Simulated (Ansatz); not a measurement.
# AlN: the cost of one run

Program: Ansatz 0.2.0. Level of theory: DFT PBE, scalar-relativistic, plane waves, PAW. These are calculated values, not measurements.

1 further run of the same task is left out (set aside as unsound or not needed).

### 1 The system as given

The structure is cubic, space group Fm-3m (No. 225). Conventional cell: a = 4.071 Å, b = 4.071 Å, c = 4.071 Å, α = 90.00°, β = 90.00°, γ = 90.00°. Around Al (site symmetry m-3m) lie 6 N at 2.04 Å. N (site symmetry m-3m) has 6 Al at 2.04 Å as nearest neighbours.

As a file:

```
CELL_PARAMETERS angstrom
0.00000 2.03526 2.03526
2.03526 0.00000 2.03526
2.03526 2.03526 0.00000
ATOMIC_POSITIONS crystal
Al 0.50000 0.50000 0.50000
N 0.00000 0.00000 0.00000
```

It goes back to an entry of the Materials Project, which need not be the stable form.

This cell was relaxed beforehand with the same method: volume 8.43 Å³/atom, gap on the mesh 4.44 eV.

### 2 Point at V/V0 = 0.97

The input, input.yaml:

```yaml
crystal:
  lattice:
    - [0.0, 2.0147034397, 2.0147034397]
    - [2.0147034397, 0.0, 2.0147034397]
    - [2.0147034397, 2.0147034397, 0.0]
  atoms:
    - { symbol: Al, position: [0.5, 0.5, 0.5] }
    - { symbol: "N", position: [0.0, 0.0, 0.0] }
basis:
  ecutwfc: 420
kpoints:
  mp_grid: { grid: [10, 10, 10] }
hamiltonian:
  xc: pbe
scf:
  occupations: { method: gaussian, width: 0.02 }
output:
  forces: true
  stress: true
  eigenvalues: true
  write_density: true
  write_potential: true
  elf: true
  volumetric_format: npy
```

The run is started by

```
> ansatz run input.yaml --threads 1 --pin off --max-ram 2560MiB --backend cpu --events-out ev --progress --plain --runs-dir out
```

Q: Estimate wall time and peak memory on 1 thread of AMD EPYC (Zen 3), shared host.

About 2.2 s, with a peak of 0.28 GiB.
